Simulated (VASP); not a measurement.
Wanted: the native input for a VASP 6.6.1 run.

```
Task                   : relaxation of cell and atoms
Functional             : r2SCAN
Potentials or basis    : VASP PAW PBE potentials, release 64 (Si)
Cutoff                 : 600 eV
k mesh                 : 12 × 12 × 12
Occupations            : gaussian, width 0.03 eV
Spin                   : no spin polarisation
Further INCAR settings : ALGO = Normal; EDIFF = 1e-06; IBRION = 2; EDIFFG = -0.01; NSW = 90; ISIF = 3
```

The structure of Si lies in POSCAR:

```
Si
1.0
    0.0000000000      2.7135600000      2.7135600000
    2.7135600000      0.0000000000      2.7135600000
    2.7135600000      2.7135600000      0.0000000000
Si
2
Direct
    0.7500000000      0.7500000000      0.7500000000
    0.5000000000      0.5000000000      0.5000000000
```

One way to write it, as run:

INCAR

```
ALGO     = Normal         # electronic algorithm
EDIFF    = 1E-6           # SCF threshold, eV
EDIFFG   = -0.01          # ionic threshold
ENCUT    = 600            # plane-wave cutoff, eV
IBRION   = 2              # ionic algorithm
ISIF     = 3              # what is computed and relaxed
ISMEAR   = 0              # smearing method
LASPH    = True           # aspherical terms in the spheres
LCHARG   = False          # write CHGCAR
LMIXTAU  = True         
LREAL    = False          # projectors in reciprocal space
LWAVE    = False          # write WAVECAR
METAGGA  = R2SCAN         # meta-GGA
NELM     = 80             # most SCF steps
NSW      = 90             # ionic steps
PREC     = Accurate       # precision mode
SIGMA    = 0.03           # smearing width, eV
```

KPOINTS

```
k-points
0
Gamma
  12 12 12
```

Potentials or basis: VASP PAW PBE potentials, release 64 (Si).

The run is started by

```bash
$ cat potpaw_PBE.64/Si/POTCAR > POTCAR
$ mpirun -np 1 vasp_std > vasp.out
```

It gave:

The relaxed volume is 20.12 Å³/atom. The relaxed cell is a = 3.846 Å, b = 3.846 Å, c = 3.846 Å, α = 60.00°, β = 60.00°, γ = 60.00°. The space group after relaxing (to 0.05 Å) is Fd-3m (No. 227), the energy gained by relaxing is 0.3 meV/atom and the ionic steps are 3. The pressure after relaxing is 0.0 GPa. The band gap on the k mesh is 0.78 eV, indirect (least direct gap 2.76 eV).

Caveat: the PAW data sets were made with another functional, which shifts forces and pressure a little.

Run time: 110 s on 1 thread of Intel(R) Xeon(R) Platinum 8559C (Emerald Rapids), on a shared host, peak memory 0.19 GiB.
